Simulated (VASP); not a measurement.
# Settings for C: self-consistent run

C, Imma (no. 74), 2 atoms in the cell. PBEsol; PAW potentials C (PBE set). VASP 6.6.1. The cell is changed on purpose: last atom moved by 0.04 Å along z, cell strained by +1.0% along z.

Wanted: energy within 10 meV/atom; forces within 0.05 eV/Å; stress within 1 GPa; levels at the zone centre within 0.05 eV.

What the run is for: all; Accuracy asked: screening.

Levels at the zone centre: counted from the valence top at that point.

POSCAR:
```
C
1.0
    0.0000000000      1.7833700000      1.8012037000
    1.7833700000      0.0000000000      1.8012037000
    1.7833700000      1.7833700000      0.0000000000
C
2
Direct
    0.7500000000      0.7500000000      0.7500000000
    0.5112147200      0.5112147200      0.4887852800
```

The series start from Plane-wave cutoff (eV): 520; k-point mesh: 11 × 11 × 11; Aspherical gradient terms in the spheres (LASPH): yes; Delay and inner steps: defaults; Placing of the Fermi level (EFERMI): EFERMI=MIDGAP. Each series keeps the choices made before it, and each single choice may use up half of a tolerance.

## Plane-wave cutoff (eV)

| Plane-wave cutoff (eV) | Energy less reference (meV/atom) | Forces, largest deviation (eV/Å) | Stress, largest deviation (GPa) | Levels at the zone centre, largest deviation (eV) | SCF iterations | Time (s) |
|---|---|---|---|---|---|---|
| 320 | -34 | 0.065 | 17.2 | 0.024 | 11 | 4.6 |
| 400 | 4 | 0.004 | 3.9 | 0.010 | 11 | 8.6 |
| 460 | 5 | 0.005 | 0.1 | 0.004 | 11 | 9.3 |
| 520 | 7 | 0.005 | 0.5 | 0.001 | 11 | 12 |
| 600 | 4 | 0.006 | 0.1 | 0.001 | 11 | 12 |
| 700 | 2 | 0.003 | 0.3 | 0.000 | 11 | 12 |
| 840 (reference) | 0 | 0.000 | 0.0 | 0.000 | 11 | 13 |

Chosen: 600, the loosest value from which every tighter one stays within half of the tolerance.

## k-point mesh

| k-point mesh | Energy less reference (meV/atom) | Forces, largest deviation (eV/Å) | Stress, largest deviation (GPa) | Levels at the zone centre, largest deviation (eV) | SCF iterations | Time (s) |
|---|---|---|---|---|---|---|
| 4 × 4 × 4 | 69 | 0.066 | 1.2 | 0.009 | 11 | 2.0 |
| 5 × 5 × 5 | 18 | 0.021 | 0.3 | 0.003 | 11 | 2.5 |
| 6 × 6 × 6 | 5 | 0.007 | 0.1 | 0.001 | 11 | 3.4 |
| 7 × 7 × 7 | 1 | 0.002 | 0.0 | 0.000 | 11 | 4.1 |
| 9 × 9 × 9 | 0 | 0.000 | 0.0 | 0.000 | 11 | 6.9 |
| 11 × 11 × 11 | 0 | 0.000 | 0.0 | 0.000 | 11 | 12 |
| 13 × 13 × 13 | 0 | 0.000 | 0.0 | 0.000 | 11 | 17 |
| 17 × 17 × 17 | 0 | 0.000 | 0.0 | 0.000 | 11 | 34 |
| 21 × 21 × 21 (reference) | 0 | 0.000 | 0.0 | 0.000 | 11 | 58 |

Chosen: 6 × 6 × 6.

## Aspherical gradient terms in the spheres (LASPH)

| Aspherical gradient terms in the spheres (LASPH) | Energy less reference (meV/atom) | Forces, largest deviation (eV/Å) | Stress, largest deviation (GPa) | Levels at the zone centre, largest deviation (eV) | SCF iterations | Time (s) |
|---|---|---|---|---|---|---|
| yes | 0 | 0.000 | 0.0 | 0.000 | 11 | 3.4 |
| no | 0 | 0.003 | 0.0 | 0.001 | 11 | 2.8 |

Chosen: yes; no other choice that stays within half of the tolerance saves 30 % of the time.

## Delay and inner steps

| Delay and inner steps | Energy less reference (meV/atom) | Forces, largest deviation (eV/Å) | Stress, largest deviation (GPa) | Levels at the zone centre, largest deviation (eV) | SCF iterations | Time (s) |
|---|---|---|---|---|---|---|
| defaults | 0 | 0.000 | 0.0 | 0.000 | 11 | 3.4 |
| NELMDL=-2 | 0 | 0.000 | 0.0 | 0.000 | 9 | 2.7 |
| NELMDL=-8 | 0 | 0.000 | 0.0 | 0.000 | 14 | 3.3 |
| NELMDL=-12 | 0 | 0.000 | 0.0 | 0.000 | 18 | 3.7 |
| NRMM=2 | 0 | 0.000 | 0.0 | 0.000 | 11 | 2.8 |
| NRMM=6 | 0 | 0.000 | 0.0 | 0.000 | 11 | 3.0 |
| WEIMIN=0.001 | 0 | 0.000 | 0.0 | 0.000 | 11 | 2.9 |

Chosen: defaults.

## Placing of the Fermi level (EFERMI)

| Placing of the Fermi level (EFERMI) | Energy less reference (meV/atom) | Forces, largest deviation (eV/Å) | Stress, largest deviation (GPa) | Levels at the zone centre, largest deviation (eV) | SCF iterations | Time (s) |
|---|---|---|---|---|---|---|
| EFERMI=MIDGAP | 0 | 0.000 | 0.0 | 0.000 | 11 | 3.4 |
| EFERMI=LEGACY | 0 | 0.000 | 0.0 | 0.000 | 11 | 2.9 |

Chosen: EFERMI=MIDGAP.

## All choices together

| Input | Energy less reference (meV/atom) | Forces, largest deviation (eV/Å) | Stress, largest deviation (GPa) | Levels at the zone centre, largest deviation (eV) | Time (s) |
|---|---|---|---|---|---|
| the program's defaults (naive) | 3 | 0.008 | 3.8 | 0.010 | 1.4 |
| chosen settings | 9 | 0.013 | 0.1 | 0.002 | 3.4 |
| reference settings throughout | 0 | 0.000 | 0.0 | 0.000 | 61 |

The tolerance is met.

Values of the reference run: Forces: 0, 0, 1.447, 0, 0, -1.447 eV/Å; Stress: -4.812, 1.544, 0, 1.544, -4.812, 0, 0, 0, -14.31 GPa; Levels at the zone centre: -0.7427, 0, 4.279 eV from the valence top at Gamma.

## The input

INCAR:
```
SYSTEM = C
GGA = PS ; ISMEAR = 0
SIGMA = 0.03 ; LWAVE = .False.
LCHARG = .False. ; ISIF = 2
PREC = Accurate ; LASPH = .True.
LREAL = .False. ; ALGO = Normal
EDIFF = 1E-6 ; NELM = 120
GGA_COMPAT = .False. ; ENCUT = 600
EFERMI = MIDGAP
```

KPOINTS:
```
Automatic mesh
0
Gamma
  6 6 6
  0 0 0
```

Commands:
```
cat potpaw_PBE.64/C/POTCAR > POTCAR
mpirun -np 1 vasp_std > vasp.out
```

The chosen input took VASP 6.6.1 3.4 s on 1 core (Intel Xeon Platinum 8488C (Sapphire Rapids)), a shared host.

## An input that fails: too few bands

VASP's message: The number of bands is not sufficient to hold all electrons. I am sorry, but this calculation does not make sense. If you want to calculate only selected states, you need to set either EFERMI or EREF. EREF specifies around which energy states are supposed to be calculated. I found NBANDS = 3, NELECT = ….

Changes against the starting input:
```
- NELM = 120
+ NELM = 96
+ NBANDS = 3
```
